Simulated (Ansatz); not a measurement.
**Elastic constants of GeSb$_{4}$Te$_{4}$: input and output**

All numbers below come from DFT PBEsol, scalar-relativistic, plane waves, PAW in Ansatz 0.2.0.

Launched with:
```bash
ansatz run input.yaml --threads 4 --pin off --max-ram 12288MiB --backend cpu --events-out ev --progress --plain --runs-dir out
```

Input (bare energies are in eV):
```yaml
crystal:
  lattice:
    - [4.2665535158, 0.0, 0.0]
    - [-2.1332767579, 3.6949437313, 0.0]
    - [0.0, 0.0, 16.9795356488]
  atoms:
    - { symbol: Ge, position: [0.0, 0.0, 0.0] }
    - { symbol: Sb, position: [0.3333333333, 0.6666666667, 0.5459032626] }
    - { symbol: Sb, position: [0.6666666667, 0.3333333333, 0.4540967374] }
    - { symbol: Sb, position: [0.6666666667, 0.3333333333, 0.7872065671] }
    - { symbol: Sb, position: [0.3333333333, 0.6666666667, 0.2127934329] }
    - { symbol: Te, position: [0.3333333333, 0.6666666667, 0.9031061775] }
    - { symbol: Te, position: [0.6666666667, 0.3333333333, 0.0968938225] }
    - { symbol: Te, position: [0.0, 0.0, 0.6861548105] }
    - { symbol: Te, position: [0.0, 0.0, 0.3138451895] }
basis:
  ecutwfc: 420
kpoints:
  mp_grid: { grid: [12, 12, 2] }
hamiltonian:
  xc: pbesol
scf:
  occupations: { method: fermi_dirac, width: 0.15 }
output:
  forces: true
  stress: true
  eigenvalues: true
elastic:
  mode: relaxed_ion
  amplitude: 0.005
  stencil: two_point
```

From the output:
```
--- Elastic constants: 3 strain directions × 2 members + reference (group order 12) ---
  dense FFT box of the reference and of every strained cell: 30×30×120
  strains applied: 11, 33, 23; error gains: componentwise 1.00 (the most a stress slope's error grows in a printed constant), spectral 1.41 (1 for all six strains in a standard setting)
  reference relaxed by the batch: 4 steps; max|allowed force component| 7.69e-4 eV/Å at the deck's positions, 2.03e-5 at the last accepted step, 2.02e-5 by the solve of record
  largest displacement 1.5e-4 Å; the constants are those of the deck's cell at these positions:
  atoms:
    - { symbol: Ge, position: [2.3406019786251078e-35, -5.314379410842055e-57, -4.947641954195804e-37] }
    - { symbol: Sb, position: [0.33333333333333337, 0.6666666666666667, 0.5459012162410409] }
    - { symbol: Sb, position: [0.6666666666666667, 0.33333333333333337, 0.4540987837589592] }
    - { symbol: Sb, position: [0.6666666666666667, 0.33333333333333337, 0.787205682369115] }
    - { symbol: Sb, position: [0.33333333333333337, 0.6666666666666667, 0.21279431763088516] }
    - { symbol: Te, position: [0.33333333333333337, 0.6666666666666667, 0.9031057743011479] }
    - { symbol: Te, position: [0.6666666666666667, 0.33333333333333337, 0.0968942256988522] }
    - { symbol: Te, position: [2.104933565396739e-34, 4.343615862752258e-34, 0.6861458653924447] }
    - { symbol: Te, position: [-2.238681594095139e-34, -4.343615862752258e-34, 0.3138541346075554] }
  C = ∂σ_k/∂η_j (tension-positive GPa; Voigt order 11 22 33 23 13 12):
        82.898     25.235     33.381     20.230      0.000      0.000
        25.235     82.898     33.381    -20.230      0.000      0.000
        33.386     33.386     57.109      0.000      0.000      0.000
        20.238    -20.238     -0.000     42.297      0.000      0.000
         0.000     -0.000     -0.000      0.000     42.297     20.238
        -0.000      0.000     -0.000      0.000     20.230     28.832
  reference stress σ⁰ (GPa):     -0.001     -0.001     -0.000      0.000     -0.000     -0.000
  C* (energy form; C + prestress term) asymmetry max|C*_kj − C*_jk| = 8.504e-3 GPa — a small one proves nothing (zero by symmetry where the batch's group is 432, −43m or m−3m); a large one is finite-difference/SCF noise where every solve ...
  moduli (Voigt/Reuss/Hill, GPa): K = 45.21/44.43/44.82   G = 31.41/20.46/25.94   E = 65.23   ν = 0.257
  mechanically stable: yes (min eigenvalue of sym C = 14.24 GPa)
  strain η (Voigt 11):  stress-route row diagonal C_11 = 82.90 GPa, energy-path curvature d²(F+E_count+ΔE)/dδ²/Ω₀ = 82.89 GPa
         δ    σ_11 (GPa) F (eV) n_scf n_hpsi n_pw
    -5.000e-3      -0.4204      -57492.6917165       6   96475   5237   relax 7 steps, max|allowed force component| 5.47e-6 eV/Å
     5.000e-3       0.4086      -57492.6917451       7  102540   5291   relax 6 steps, max|allowed force component| 1.05e-5 eV/Å
  strain η (Voigt 33):  stress-route row diagonal C_33 = 57.11 GPa, energy-path curvature d²(F+E_count+ΔE)/dδ²/Ω₀ = 57.12 GPa
         δ    σ_33 (GPa) F (eV) n_scf n_hpsi n_pw
    -5.000e-3      -0.2940      -57492.6922571      10   62818   5253   relax 5 steps, max|allowed force component| 2.05e-5 eV/Å
     5.000e-3       0.2771      -57492.6922926       5   42391   5301   relax 6 steps, max|allowed force component| 3.97e-5 eV/Å
  strain η (Voigt 23):  stress-route row diagonal C_44 = 42.30 GPa, energy-path curvature d²(F+E_count+ΔE)/dδ²/Ω₀ = 42.31 GPa
         δ    σ_23 (GPa) F (eV) n_scf n_hpsi n_pw
    -5.000e-3      -0.2089      -57492.6925883       5   96140   5265   relax 8 steps, max|allowed force component| 2.18e-5 eV/Å
     5.000e-3       0.2140      -57492.6925736       7  102944   5265   relax 5 steps, max|allowed force component| 2.19e-5 eV/Å
```

The run took 11 min on 4 threads of Intel(R) Xeon(R) 6975P-C (Granite Rapids), on a shared host, peak memory 2.1 GiB.

Without a gap, frequencies and elastic constants depend on the k mesh and the smearing, soft modes and shear constants most.

The least eigenvalue is 14.2 GPa; in a metal on this mesh the verdict on stability isn't firm within about 20 GPa or a tenth of the bulk modulus.

The bands only touch here, so at this level the crystal is a zero-gap semiconductor or semimetal, not an ordinary metal; spin–orbit coupling, left out, can open or move such a gap.